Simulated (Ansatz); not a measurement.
CoO:

```
Co O
1.0
    -1.50800    1.50800    2.10725
     1.50800   -1.50800    2.10725
     1.50800    1.50800   -2.10725
Co O
1 1
Direct
  0.00000 0.00000 0.00000
  0.50000 0.50000 0.00000
```

Base run:

```yaml
Program: Ansatz 0.2.0
Functional: PBE
Potentials_or_basis: Ansatz PAW
Cutoff: "420 eV (not typed: the program's choice for these potentials)"
k_mesh: 10 × 10 × 10
Occupations: fermi-dirac, width 0.05 eV
Spin: collinear spin, ferromagnetic start
Starting_moments: "[2.0, 0.0] μB"
Fixed_moment: 2 μB
```

Its results: pressure -7.5 GPa; site moments Co +1.81; O +0.08 μB.

Question: After a change of settings the same cell gave: pressure -3.7 GPa; site moments Co +2.19; O +0.20 μB. Which change was it?
A. fixed moment from 2 μB to 3 μB; moments at the start from [2.0, 0.0] to [3.0, 0.0]
B. fixed moment from 2 μB to 4 μB; moments at the start from [2.0, 0.0] to [4.0, 0.0]
C. fixed moment from 2 μB to 2.5 μB; moments at the start from [2.0, 0.0] to [2.5, 0.0]
D. fixed moment from 2 μB to 1 μB; moments at the start from [2.0, 0.0] to [1.0, 0.0]

Answer: C.

Caveats: the total moment is fixed, so each spin has its own Fermi level; a cell with one magnetic atom can't hold antiferromagnetic order, which such compounds often take; the thresholds are loose for stress.
